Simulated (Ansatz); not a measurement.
A plane-wave DFT run in Ansatz 0.2.0 (scalar-relativistic PAW potentials unless the input names others): input and command.

```yaml
crystal:
  lattice:
    - [2.498814803, 8.85e-08, -0.0008753586]
    - [-1.2494073248, 2.164037143, 0.0008753586]
    - [-1.2501353014, 0.7217659528, 2.0756203467]
  atoms:
    - { symbol: Cu, position: [0.0, 0.0, 0.0] }
basis:
  ecutwfc: 420
kpoints:
  mp_grid: { grid: [15, 15, 16] }
hamiltonian:
  xc: pbesol
scf:
  occupations: { method: gaussian, width: 0.1 }
output:
  forces: true
  eigenvalues: true
  stress: true
magnetization:
  spin_polarized: true
```

```bash
ansatz run input.yaml --threads 2 --pin off --max-ram 5120MiB --backend cpu --events-out ev --progress --plain --runs-dir out
```

Abridged log:
```
Basis set: ecut = 420 eV, 205 PW (Γ), exchange–correlation on 36×36×36 points (8 copies of the dense FFT grid, shifted against one another)
Bands: 14, of which v1, the nominal top of the filled ones, is band 10 counted from 1 (9 counted from 0)
Symmetry: 4 space group operations
k-points: 968 of 3600
SCF iter   1: F=—  HF=-6589.883929 eV  |F-HF|=—  |Δ(HF+E_count)|=         —  Δρ=1.47e-1 (↑1.47e-1 ↓1.47e-1) dr2=5.83e0  dr2_m=0.00e0  M=0.000 μB ∫|m|=0.000 μB  β_m=0.30  ethr=3.10e-3  ⟨swp⟩=5.2  Hψ=66585  notcnv=0
SCF iter   2: F=—  HF=-6588.729287 eV  |F-HF|=—  |Δ(HF+E_count)|=    1.15e0  Δρ=6.84e-2 (↑6.84e-2 ↓2.12e-2) dr2=2.42e-1  dr2_m=1.19e-1  M=0.398 μB ∫|m|=0.398 μB  ethr=3.10e-3  ⟨swp⟩=2.8  Hψ=36674  notcnv=0  defer=377
Mixer restart at iter 2: flushing history
SCF iter   3: F=—  HF=-6588.994953 eV  |F-HF|=—  |Δ(HF+E_count)|=         —  Δρ=7.28e-2 (↑2.31e-2 ↓7.28e-2) dr2=3.45e-1  dr2_m=1.07e-1  M=0.042 μB ∫|m|=0.042 μB  β_m=0.30  ethr=1.27e-3  ⟨swp⟩=2.9  Hψ=74509  notcnv=0  defer=319
Mixer restart at iter 3: flushing history
SCF iter   4: F=—  HF=-6588.823095 eV  |F-HF|=—  |Δ(HF+E_count)|=         —  Δρ=2.90e-2 (↑2.90e-2 ↓2.90e-2) dr2=2.50e-1  dr2_m=0.00e0  M=0.000 μB ∫|m|=0.000 μB  β_m=0.30  ethr=1.27e-3  ⟨swp⟩=5.3  Hψ=62880  notcnv=0  defer=19
SCF iter   5: F=—  HF=-6588.785984 eV  |F-HF|=—  |Δ(HF+E_count)|=   3.71e-2  Δρ=6.16e-3 (↑6.16e-3 ↓6.16e-3) dr2=4.43e-3  dr2_m=0.00e0  M=0.000 μB ∫|m|=0.000 μB  β_m=0.30  ethr=1.27e-3  ⟨swp⟩=2.0  Hψ=25210  notcnv=0  defer=392
SCF iter   6: F=—  HF=-6588.776239 eV  |F-HF|=—  |Δ(HF+E_count)|=   9.74e-3  Δρ=5.80e-3 (↑5.80e-3 ↓5.80e-3) dr2=1.20e-2  dr2_m=0.00e0  M=0.000 μB ∫|m|=0.000 μB  β_m=0.39  ethr=2.33e-5  ⟨swp⟩=2.0  Hψ=26257  notcnv=0  defer=392
SCF iter   7: F=—  HF=-6588.771951 eV  |F-HF|=—  |Δ(HF+E_count)|=   4.29e-3  Δρ=3.79e-4 (↑3.79e-4 ↓3.79e-4) dr2=3.10e-5  dr2_m=0.00e0  M=0.000 μB ∫|m|=0.000 μB  β_m=0.70  ethr=2.33e-5  ⟨swp⟩=2.0  Hψ=19722  notcnv=0  defer=392
SCF iter   8: F=—  HF=-6588.771966 eV  |F-HF|=—  |Δ(HF+E_count)|=   1.43e-5  Δρ=2.69e-4 (↑2.69e-4 ↓2.69e-4) dr2=1.24e-5  dr2_m=0.00e0  M=0.000 μB ∫|m|=0.000 μB  β_m=0.85  ethr=1.63e-7  ⟨swp⟩=2.0  Hψ=19371  notcnv=0  defer=392
SCF iter   9: F=—  HF=-6588.771970 eV  |F-HF|=—  |Δ(HF+E_count)|=   4.23e-6  Δρ=9.11e-5 (↑9.11e-5 ↓9.11e-5) dr2=1.52e-6  dr2_m=0.00e0  M=0.000 μB ∫|m|=0.000 μB  β_m=0.84  ethr=6.53e-8  ⟨swp⟩=2.0  Hψ=17992  notcnv=0  defer=392
SCF iter  10: F=-6588.771970 eV  HF=-6588.771970 eV  |F-HF|=5.98e-9  |Δ(HF+E_count)|=   4.76e-7  Δρ=1.58e-5 (↑1.58e-5 ↓1.58e-5) dr2=4.82e-8  dr2_m=0.00e0  M=0.000 μB ∫|m|=0.000 μB  ethr=5.26e-10  ⟨swp⟩=3.8  Hψ=57024  notcnv=0
SCF 1 converged in 10 iterations: F = -6588.771970 eV  dr2 = 4.82e-8
SCF converged after 10 iterations
Magnetization: 0.0000 μB (9.5000 up, 9.5000 down)
Absolute magnetization: 0.0000 μB (∫|ρ↑−ρ↓|)
Spin contamination: 0.0000 ħ² per cell (⟨S²⟩ above its minimum at these occupations)
Per-site moments (μB) at R_I (Å): [(0.0, 1.03076116)]
Free energy (F): -6588.771970 eV
Harris-Foulkes:  -6588.771970 eV  (|F-HF|=5.98e-9)
Internal energy: -6588.770371 eV  (E = F + TS)
E sigma→0 (E₀):  -6588.771170 eV
Entropy (-TS):   -0.001600 eV (-1.600 meV/atom)
Fermi energy:    17.756800 eV
--- Forces (eV/Å), atoms counted from 1 ---
  atom   1  Cu     0.00000000     0.00000000     0.00000000
--- Stress (GPa, compression-positive) ---
        2.208666      -0.014603      -0.012842
       -0.014603       2.191805       0.007414
       -0.012842       0.007414       0.008857
  P = ⅓ Tr σ = 1.4698 GPa (14.698 kbar)
```

Apart from outputs and empty bands, the input differs from a reference run on usual settings in magnetization: not typed → {"spin_polarized": true}. The reference, at the same geometry (not necessarily relaxed), gave pressure 1.47 GPa, largest force 0.000 eV/Å, no gap on the mesh. This run converged in 10 SCF iterations (reference: 6) with an energy at zero smearing within 0.01 meV/atom of the reference's, pressure 1.47 GPa, largest force 0.000 eV/Å, no gap on the mesh.

Time: 4.8 s on 2 threads of Intel(R) Xeon(R) 6975P-C (Granite Rapids), with other jobs on the host, peak memory 0.58 GiB.